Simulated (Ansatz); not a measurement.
## NaBr, response to strain

The parent structure is NaBr in the rock salt structure (space group Fm-3m, No. 225; a = 6.0360 Å). Axes: x, y, z lie along the cube axes.

Strains are applied to the cell and any free atomic positions relax; under biaxial strain the out-of-plane vector relaxes too.

Computed with PBE (Ansatz, a quantum-chemistry and plane-wave program, PAW, spin-orbit coupling left out).

Notes on the quantities. energy relative to the base: free energy F; pressure: mean of the normal stresses, compression positive.

| variant | shortest interatomic distance | band gap | energy relative to the base | pressure | space group |
|---|---|---|---|---|---|
| base | 301.8 pm | 4.07 eV | 0 meV/atom | 0.00 GPa | Fm-3m (No. 225) |
| biaxial strain +2.76 %, plane normal [001], relaxed out of plane | 297.7 pm | 3.94 eV | +5.0 meV/atom | -0.65 GPa | I4/mmm (No. 139) |
| biaxial strain +4.73 %, plane normal [001], relaxed out of plane | 295.2 pm | 3.86 eV | +13 meV/atom | -0.97 GPa | I4/mmm (No. 139) |
| biaxial strain +1.59 %, plane normal [110], relaxed out of plane | 302.6 pm | 3.96 eV | +1.6 meV/atom | -0.37 GPa | Immm (No. 71) |
| biaxial strain +3.71 %, plane normal [111], relaxed out of plane | 306.4 pm | 3.78 eV | +7.6 meV/atom | -0.75 GPa | R-3m (No. 166) |
| isotropic strain +2.44 % | 309.2 pm | 3.88 eV | +8.2 meV/atom | -1.19 GPa | Fm-3m (No. 225) |
| isotropic strain +4.97 % | 316.8 pm | 3.70 eV | +31 meV/atom | -2.02 GPa | Fm-3m (No. 225) |
| uniaxial strain ε_xx = +1.05 % | 301.8 pm | 4.03 eV | +0.3 meV/atom | -0.19 GPa | I4/mmm (No. 139) |
| uniaxial strain ε_xx = +2.88 % | 301.8 pm | 3.97 eV | +2.4 meV/atom | -0.48 GPa | I4/mmm (No. 139) |
| uniaxial strain ε_yy = −3.73 % | 290.5 pm | 4.16 eV | +5.4 meV/atom | 0.88 GPa | I4/mmm (No. 139) |

A biaxial case was relaxed in a doubled cell and then solved in the primitive one. No phonon test of stability was made.
